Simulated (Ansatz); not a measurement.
# Ba (P1) in Ansatz: convergence with k mesh

Aim: find how far k mesh must go before the results for Ba settle, at r2SCAN. This setting moves, with any that are tied to it; all else stays.

Program: Ansatz 0.2.0. These are calculated values, not measurements. Logs are shortened: lines on timing, memory, paths and dates and some standing lists are left out, and cuts for length are marked.

### 1 The cell of the first run

The typed cell holds 4 atoms: a = 6.990 Å, b = 6.990 Å, c = 6.990 Å, α = 107.54°, β = 107.54°, γ = 113.41°.

This isn't the form of Ba at room conditions, which is bcc.

The cell isn't the ideal one: atoms moved at random, drawn with an rms of 0.05 Å.

### 2 With k mesh 2 × 2 × 2

File input.yaml:

```yaml
crystal:
  lattice:
    - [-4.1311947479, 4.1311947479, 3.8367706453]
    - [4.1311947479, -4.1311947479, 3.8367706453]
    - [4.1311947479, 4.1311947479, -3.8367706453]
  atoms:
    - { symbol: Ba, position: [0.685935, 0.183869, 0.860234] }
    - { symbol: Ba, position: [0.313071, 0.817254, 0.137688] }
    - { symbol: Ba, position: [0.187142, 0.318979, 0.500952] }
    - { symbol: Ba, position: [0.826857, 0.692359, 0.508843] }
hamiltonian:
  xc: r2scan
  pseudopotentials: { kind: paw }
kpoints:
  mp_grid: { grid: [2, 2, 2] }
scf:
  occupations: { method: fermi_dirac, width: 0.05 }
output:
  forces: true
  stress: true
  eigenvalues: true
```

Potentials or basis: Ansatz PAW.

Command:

```sh
ansatz run input.yaml --threads 2 --pin off --max-ram 5632MiB --backend cpu --events-out ev --progress --plain --runs-dir out
```

Run time: 10 s. Hardware: 2 threads of Arm Neoverse V2, shared host; peak memory 1.1 GiB.

Results:

```yaml
Free_energy: -23857.3108 eV
Pressure: 0.0 GPa
Largest_force: 0.124 eV/Å
Band_gap_on_the_k_mesh: none (metal or under the smearing width)
```

### 3 With k mesh 3 × 3 × 2

Edit input.yaml of step 2 so:

```diff
@@ -14,3 +14,3 @@
 kpoints:
-  mp_grid: { grid: [2, 2, 2] }
+  mp_grid: { grid: [3, 3, 2] }
 scf:
```

Potentials or basis: Ansatz PAW.

Command:

```sh
ansatz run input.yaml --threads 2 --pin off --max-ram 5632MiB --backend cpu --events-out ev --progress --plain --runs-dir out
```

Run time: 12 s. Hardware: 2 threads of Arm Neoverse V2, shared host; peak memory 1 GiB.

Results:

* Free energy: -23857.3235 eV
* Pressure: 0.0 GPa
* Largest force: 0.130 eV/Å
* Band gap on the k mesh: none (metal or under the smearing width)

### 4 With k mesh 3 × 3 × 3

Edit input.yaml of step 3 so:

```diff
@@ -14,3 +14,3 @@
 kpoints:
-  mp_grid: { grid: [3, 3, 2] }
+  mp_grid: { grid: [3, 3, 3] }
 scf:
```

Command:

```sh
ansatz run input.yaml --threads 2 --pin off --max-ram 5632MiB --backend cpu --events-out ev --progress --plain --runs-dir out
```

It took 14 s on 2 threads of Arm Neoverse V2, shared host; peak memory 1 GiB.

Results:

```
Free energy            : -23857.2481 eV
Pressure               : 0.1 GPa
Largest force          : 0.126 eV/Å
Band gap on the k mesh : none (metal or under the smearing width)
```

### 5 With k mesh 4 × 4 × 4

Edit input.yaml of step 4 so:

```diff
@@ -14,3 +14,3 @@
 kpoints:
-  mp_grid: { grid: [3, 3, 3] }
+  mp_grid: { grid: [4, 4, 4] }
 scf:
```

Command:

```sh
ansatz run input.yaml --threads 2 --pin off --max-ram 5632MiB --backend cpu --events-out ev --progress --plain --runs-dir out
```

It took 23 s on 2 threads of Arm Neoverse V2, shared host; peak memory 1.1 GiB.

Results (log left out):

```yaml
Free_energy: -23857.2639 eV
Pressure: -0.1 GPa
Largest_force: 0.140 eV/Å
Band_gap_on_the_k_mesh: none (metal or under the smearing width)
```

### 6 With k mesh 6 × 6 × 5

Edit input.yaml of step 5 so:

```diff
@@ -14,3 +14,3 @@
 kpoints:
-  mp_grid: { grid: [4, 4, 4] }
+  mp_grid: { grid: [6, 6, 5] }
 scf:
```

Potentials or basis: Ansatz PAW.

Command:

```sh
ansatz run input.yaml --threads 2 --pin off --max-ram 5632MiB --backend cpu --events-out ev --progress --plain --runs-dir out
```

Run time: 52 s. Hardware: 2 threads of Arm Neoverse V2, shared host; peak memory 1.3 GiB.

Results (log left out):

```yaml
Free_energy: -23857.2771 eV
Pressure: -0.1 GPa
Largest_force: 0.134 eV/Å
Band_gap_on_the_k_mesh: none (metal or under the smearing width)
```

### 7 With k mesh 7 × 7 × 6

Edit input.yaml of step 6 so:

```diff
@@ -14,3 +14,3 @@
 kpoints:
-  mp_grid: { grid: [6, 6, 5] }
+  mp_grid: { grid: [7, 7, 6] }
 scf:
```

Command:

```sh
ansatz run input.yaml --threads 2 --pin off --max-ram 5632MiB --backend cpu --events-out ev --progress --plain --runs-dir out
```

It took 81 s on 2 threads of Arm Neoverse V2, shared host; peak memory 1.5 GiB.

It converged, with:

```
Free energy            : -23857.2770 eV
Pressure               : -0.1 GPa
Largest force          : 0.139 eV/Å
Band gap on the k mesh : none (metal or under the smearing width)
```

### 8 With k mesh 8 × 8 × 8

Edit input.yaml of step 7 so:

```diff
@@ -14,3 +14,3 @@
 kpoints:
-  mp_grid: { grid: [7, 7, 6] }
+  mp_grid: { grid: [8, 8, 8] }
 scf:
```

Potentials or basis: Ansatz PAW.

Command:

```sh
ansatz run input.yaml --threads 2 --pin off --max-ram 5632MiB --backend cpu --events-out ev --progress --plain --runs-dir out
```

Standard output:

```text
Warning: RAYON_NUM_THREADS=2 ignored (pool sized by the plan → 2); use --threads N
Engine: ansatz 0.2.0, aarch64-unknown-linux-gnu
Pseudopotentials: kind: paw
Pseudopotential: Ba, paw, valence charge 10, recommended cutoff 500 eV (meta_gga), Ba.paw.azcp
Functional definition: r2SCAN
  parameter k0 = 0.174
  parameter k1 = 0.065
  parameter a1 = 4.9479
  exchange = r2scan_x(k0 = k0, k1 = k1, a1 = a1)
  correlation = r2scan_c
Crystal: 4 atoms, lattice volume = 261.925 Å³
Basis set: ecut = 500 eV, 6689 PW (Γ), exchange–correlation on 216×216×216 points (64 copies of the dense FFT grid, shifted against one another)
Bands: 24, of which v1, the nominal top of the filled ones, is band 20 counted from 1 (19 counted from 0)
Symmetry: 1 space group operations
Space group: P1 (ITA 1), of the structure as read, at distance tolerance 6.4e-5 Å
k-points: 260 of 512 (time reversal used)
Non-local potential: Ba, projectors of the file, l = 0: 3, l = 1: 2, l = 2: 2, l = 3: 2
PAW form: soft (Blöchl's): semilocal exchange-correlation on the pseudo side does not see the compensation charge
PAW frozen core: Ba, regenerated for the run's functional (the file was generated under x = pbe(κ = 0.804, μ = 0.2195149727645171), c = pbe(β = 0.06672455060314922))
PAW one-centre angular grid: Ba, 302 points (default); XC on 160 Gauss nodes
Initial density: superposition of atomic densities (neutral atoms: chi_scale 0, normalization atom), corrected by the library's trained network
Initial wavefunctions: pseudopotential atomic-orbital guess
Functional: x = r2scan, c = r2scan; τ floored in thin density (d = 2e-4 eV/Å³)
SCF iter   1: F=—  HF=-23857.090384 eV  |F-HF|=—  |Δ(HF+E_count)|=         —  Δρ=4.07e-3  dr2=1.38e-1  dr2_τ=4.50e-3  ethr=1.77e-3  ⟨swp⟩=8.2  Hψ=35133  notcnv=0
preconditioner: auto → Kerker (q_TF=auto, 1.995 Å⁻¹)  [metal: Δε(μ)=0.006 eV  Ē_g=1.382 eV  σ=0.050 eV  W_gap=0.03  n_scr=42 (ndim 8)  ℏωp=6.5 eV  f_vac=0.000  D(μ)=3.04/eV (n_scr^D=12)]
SCF iter   2: F=—  HF=-23857.285609 eV  |F-HF|=—  |Δ(HF+E_count)|=   1.95e-1  Δρ=2.91e-3  dr2=7.73e-2  dr2_τ=6.78e-4  ethr=3.46e-4  ⟨swp⟩=2.3  Hψ=13242  notcnv=0
SCF iter   3: F=—  HF=-23857.275924 eV  |F-HF|=—  |Δ(HF+E_count)|=   9.69e-3  Δρ=7.95e-4  dr2=6.56e-3  dr2_τ=1.58e-4  ethr=1.93e-4  ⟨swp⟩=4.1  Hψ=11865  notcnv=0  defer=2
SCF iter   4: F=—  HF=-23857.276097 eV  |F-HF|=—  |Δ(HF+E_count)|=   1.73e-4  Δρ=1.95e-4  dr2=2.29e-4  dr2_τ=1.45e-5  ethr=1.64e-5  ⟨swp⟩=3.0  Hψ=10681  notcnv=0
SCF iter   5: F=—  HF=-23857.276078 eV  |F-HF|=—  |Δ(HF+E_count)|=   1.92e-5  Δρ=4.57e-5  dr2=8.39e-6  dr2_τ=3.85e-7  ethr=5.73e-7  ⟨swp⟩=2.2  Hψ=8263  notcnv=0
SCF iter   6: F=—  HF=-23857.276046 eV  |F-HF|=—  |Δ(HF+E_count)|=   3.16e-5  Δρ=1.21e-5  dr2=6.91e-7  dr2_τ=1.74e-8  ethr=2.10e-8  ⟨swp⟩=2.1  Hψ=10904  notcnv=0
SCF iter   7: F=-23857.276047 eV  HF=-23857.276047 eV  |F-HF|=4.64e-9  |Δ(HF+E_count)|=   4.80e-7  Δρ=2.75e-6  dr2=5.76e-8  dr2_τ=4.93e-10  ethr=2.50e-10  ⟨swp⟩=9.0  Hψ=33944  notcnv=0
SCF 1 converged in 7 iterations: F = -23857.276047 eV  dr2 = 5.76e-8
SCF converged after 7 iterations
Free energy (F): -23857.276047 eV
Harris-Foulkes:  -23857.276047 eV  (|F-HF|=4.64e-9)
Internal energy: -23857.247246 eV  (E = F + TS)
E sigma→0 (E₀):  -23857.261646 eV
Entropy (-TS):   -0.028801 eV (-7.200 meV/atom)
Fermi energy:    5.617407 eV
--- Per-component energies (eV) ---
  E_band       = -377.958679
  E_kinetic    = 664.912281
  E_local      = -1587.977394  (includes V_loc(G=0)·N_el)
  E_nonlocal   = 223.437092
  E_hartree    = 506.438478
  E_xc         = -619.895392
  E_vxc        = -578.712398  (∫ρ·V_xc dr)
  E_paw        = -21006.393138  (= ΣΔE_a)
  E_vpaw       = -141.255720  (= ΣTr[D̂ρ^β])
  E_aug_tail   = -0.000003  (compensation charges beyond the density's cutoff)
  E_vtau       = 28.763259  (kinetic-family band-sum trace: ∫τ·v_τ [+ j·A + Jᵃ·Aᵃ] dr)
  E_ewald      = -2038.050833
  E_core_change = 0.281664  (= ΣΔE_core)
  E_smearing   = -0.028801  (= −TS)
  E_closure    = 0.000000  (closes the sum)
  Σ components = -23857.276047   (vs F -23857.276047, Δ=0.00e0)
--- Forces (eV/Å), atoms counted from 1 ---
  atom   1  Ba     0.09288461     0.05835340    -0.08083662
  atom   2  Ba    -0.06337940     0.01440865     0.09048081
  atom   3  Ba     0.04192336    -0.03784206     0.02252726
  atom   4  Ba    -0.07143071    -0.03492072    -0.03217081
  max |Σ_I F_I| component: 2.15e-6 eV/Å
--- Stress (GPa, compression-positive) ---
       -0.103540       0.002531       0.007106
        0.002531      -0.086775       0.002956
        0.007106       0.002956      -0.027600
  P = ⅓ Tr σ = -0.0726 GPa (-0.726 kbar)
--- Band table (eV; the first three rows and the last of 260) ---
  k-point 0: bands = ["-24.4731", "-24.4152", "-24.3969", "-24.3945", "-9.4969", "-9.3860", "-9.3816", "-9.3703", "-9.3621", "-9.3208", "-9.1930", "-9.0415", "-9.0368", "-9.0080", "-9.0066", "-8.9869", "2.8265", "5.0661", "5.0699", "5.3446", "5.9793", "6.0016", "6.7336", "6.8520"]
  k-point 1: bands = ["-24.4703", "-24.4166", "-24.3984", "-24.3945", "-9.4887", "-9.3864", "-9.3796", "-9.3754", "-9.3604", "-9.3019", "-9.1816", "-9.0625", "-9.0410", "-9.0269", "-9.0033", "-8.9870", "2.9369", "5.1227", "5.1279", "5.2815", "5.9797", "5.9885", "6.6303", "6.9000"]
  k-point 2: bands = ["-24.4623", "-24.4203", "-24.4027", "-24.3945", "-9.4599", "-9.3880", "-9.3865", "-9.3643", "-9.3548", "-9.2602", "-9.1630", "-9.1139", "-9.0951", "-9.0201", "-9.0111", "-8.9873", "3.2513", "5.1857", "5.2781", "5.2908", "5.7062", "5.9760", "6.4701", "6.7993"]
  k-point 259: bands = ["-24.4324", "-24.4305", "-24.4273", "-24.3897", "-9.5275", "-9.5078", "-9.4261", "-9.3302", "-9.3155", "-9.2901", "-9.1246", "-9.0446", "-9.0271", "-9.0251", "-8.9936", "-8.9851", "4.7672", "4.8991", "4.9096", "5.7550", "5.8117", "6.1331", "6.1830", "6.2989"]
```

Wall time 2.2 min (2 threads of Arm Neoverse V2, shared host); peak memory 2.1 GiB.

Results:

| Property | Result |
| --- | --- |
| Free energy | -23857.2760 eV |
| Pressure | -0.1 GPa |
| Largest force | 0.136 eV/Å |
| Band gap on the k mesh | none (metal or under the smearing width) |

### 9 Result

```csv
k mesh,"energy less the tightest run, at zero smearing (meV/atom)",pressure (GPa),largest force (eV/Å),SCF cycles,CPU time (s),peak memory (GiB)
2 × 2 × 2,-3.62,0.00,0.124,8,20,1.1
3 × 3 × 2,-12.07,0.00,0.130,7,23,1
3 × 3 × 3,8.30,0.15,0.126,7,27,1
4 × 4 × 4,3.32,-0.07,0.140,7,46,1.1
6 × 6 × 5,-0.46,-0.08,0.134,7,100,1.3
7 × 7 × 6,-0.34,-0.07,0.139,7,160,1.5
8 × 8 × 8,0.00,-0.07,0.136,7,270,2.1
```

Against the tightest run, the energy stays within 1 meV/atom from 6 × 6 × 5 on; the pressure stays within 0.1 GPa from 4 × 4 × 4 on; the largest force stays within 0.005 eV/Å from 4 × 4 × 4 on. Meshes of other sizes hit other points, so gaps and Fermi surfaces needn't settle smoothly. The tightest run that finished is the yardstick and may itself not be fully converged.

Caveats: the PAW data sets come from PBE, with cores solved anew for the run's functional, which leaves a small shift of forces and pressure.
